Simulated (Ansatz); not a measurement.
Born–Oppenheimer molecular dynamics of a periodic cell of 25 atoms, Si8O17 (host SiO2, host structure P4_2/mmc, interstitial O). It starts from a relaxed structure.

Level of theory: DFT PBEsol, scalar-relativistic, plane waves, PAW (Ansatz). Settings: accuracy low, PAW set soft_1, cutoff 420 eV, k mesh 1x1x1, fermi-dirac smearing 0.02 eV, spin collinear.

```json
{
  "ensemble": "NVT, Nosé–Hoover chain",
  "time step": "1 fs",
  "steps asked": "140",
  "set temperature": "1200 K",
  "thermostat": "time constant 200 fs, chain length 1",
  "seed": "383787"
}
```

First frame:

```xyz
25
Lattice="7.1418 0.0000 0.0000 0.0000 7.1418 0.0000 0.0000 0.0000 8.8209" Properties=species:S:1:pos:R:3
Si 5.621 3.588 1.602
Si 3.610 5.615 6.019
Si 3.615 1.590 6.011
Si 5.626 3.603 7.224
Si 1.588 3.607 7.225
Si 1.584 3.592 1.607
Si 3.605 5.599 2.820
Si 3.610 1.573 2.808
O 4.947 2.254 2.213
O 4.943 4.943 6.633
O 2.272 2.276 6.604
O 2.270 4.920 2.215
O 2.276 4.941 6.634
O 2.265 2.254 2.214
O 4.936 4.921 2.207
O 4.952 2.277 6.596
O 5.458 3.591 0.002
O 3.607 5.420 4.420
O 3.599 1.761 4.409
O 1.762 3.587 0.006
O 0.033 3.593 2.018
O 3.608 0.033 6.408
O 0.038 3.610 6.811
O 3.603 0.015 2.421
O 2.666 1.064 -0.014
```

Task: What does the run give?

Result: The run went to its last step.

| Quantity | Value |
| --- | --- |
| steps done | 140 |
| time covered | 140 fs |
| mean temperature over the second half | 611 K |
| spread of the potential energy over the second half | 5.1 meV per atom |
| mean potential energy of the second half above the start | 83.1 meV per atom |

The conserved energy stayed within 0.38 meV per atom of its start (net change 0.26 meV per atom), so the integration is sound. The mean temperature of the second half is 49 % below the set value. A run of 0.14 ps of so small a system gives no equilibrium averages. Limits of this set-up: coarse k mesh, PAW files made for another functional, a small cell, in which the defect meets its images, low accuracy level.

Task: What happens to the structure?

Result: Mean squared displacements from the first frame to the last, about the centre of mass: Si 0.08 Å², O 0.25 Å². The details hang on the random start.

Task: How do temperature and energy run in time?

Result: 
```tsv
time (fs)	T (K)	potential energy less start (eV)	conserved less start (meV/atom)
0	1200	0.000	0.00
11	685	1.605	0.20
22	533	2.080	0.23
33	452	2.345	0.31
44	748	1.442	0.18
55	755	1.450	0.20
66	566	2.066	0.26
77	559	2.118	0.24
88	629	1.937	0.23
99	589	2.108	0.25
110	650	1.969	0.21
121	643	2.052	0.28
132	605	2.236	0.29
```

Run time: 16 min on 1 thread of Arm Neoverse V2 (shared host), peak memory 0.53 GiB.
